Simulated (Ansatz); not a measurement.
Crystal: PbSe.

```
Pb Se
1.0
     3.78432    0.00000    0.00000
     0.00000    3.78432    0.00000
     0.00000    0.00000    3.78432
Pb Se
1 1
Direct
  0.00000 0.00000 0.00000
  0.50000 0.50000 0.50000
```

Measurements of this composition are mostly on another form, of space group No. 225.

| Property | Result |
| --- | --- |
| Program | Ansatz 0.2.0 |
| Task | relaxation of cell and atoms |
| Functional | BLYP |
| Dispersion | D3(BJ) |
| Potentials or basis | Ansatz PAW |
| Cutoff | 420 eV (not typed: the program's choice for these potentials) |
| k mesh | 7 × 7 × 7 |
| Occupations | fermi-dirac, width 0.05 eV |
| Spin | no spin polarisation |

At the start: volume 27.10 Å³/atom.

Q: How do energy, volume and symmetry change on relaxing?

A: It ends after 4 steps and the volume is 26.41 Å³/atom (-2.5 %); space group Pm-3m (No. 221, to 0.05 Å).

Step by step:
| step | energy change (eV) | largest force (eV/Å) | volume (Å³) |
| --- | --- | --- | --- |
| 1 | 0.0000 | 0.0000 | 54.20 |
| 2 | -0.0056 | 0.0000 | 52.65 |
| 3 | -0.0056 | 0.0000 | 52.82 |
| 4 | -0.0054 | 0.0000 | 52.82 |

Final structure:
```
Pb Se
1.0
     3.75196    0.00000    0.00000
     0.00000    3.75196    0.00000
     0.00000    0.00000    3.75196
Pb Se
1 1
Cartesian
  0.0000 0.0000 0.0000
  1.8760 1.8760 1.8760
```

Caveat: the plane-wave basis is chosen anew once the cell has moved, so the energies of steps on either side of that aren't comparable; pairwise dispersion overbinds metals, which lowers pressure and volume; the PAW data sets come from PBE, with cores solved anew for the run's functional, which leaves a small shift of forces and pressure.
